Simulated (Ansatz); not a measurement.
## Strain response of CoPdO2

All numbers below come from DFT PBE+U, scalar-relativistic, plane waves, PAW (Ansatz 0.2.0). Settings: 420 eV cutoff, 12×12×2 k-mesh, Gaussian smearing of 0.10 eV, no spin polarisation, U_eff Co 3.32 eV on d shells.

Starting point, cell and atoms relaxed:

```
Co Pd O
1.0
     2.86617    0.00000    0.00000
    -1.43309    2.48218    0.00000
     0.00000    0.00000   17.83326
Co Pd O
3 3 6
Direct
  0.66667 0.33333 0.83333
  0.33333 0.66667 0.16667
  0.00000 0.00000 0.50000
  0.00000 0.00000 0.00000
  0.66667 0.33333 0.33333
  0.33333 0.66667 0.66667
  0.33333 0.66667 0.77896
  0.00000 0.00000 0.88771
  0.00000 0.00000 0.11229
  0.66667 0.33333 0.22104
  0.66667 0.33333 0.44562
  0.33333 0.66667 0.55438
```

Deformation: all cell vectors scaled alike, the atoms relaxed, all within the symmetry that the strain leaves. Energies are extrapolated to zero smearing. On this cell's mesh the reference holds a stress of up to 0.33 GPa.

A cell with an odd number of electrons and no spin polarisation is a metal by construction and may be lower with spin.

```
strain (%)  ΔE (meV/atom) a (Å) b (Å) c (Å)
      -6.0          286.1  2.694  2.694  16.763
      -4.0          117.6  2.752  2.752  17.120
      -2.0           27.5  2.809  2.809  17.477
      +0.0            0.0  2.866  2.866  17.833
      +2.0           22.2  2.923  2.923  18.190
      +4.0           83.4  2.981  2.981  18.547
      +6.0          174.8  3.038  3.038  18.903
```

(1) What stiffness (1/V) d²E/dε² at zero strain does a cubic fit over all points give?

## Answers

(1) A cubic fit gives (1/V) d²E/dε² = 1944 GPa at zero strain (nine times the bulk modulus at fixed shape).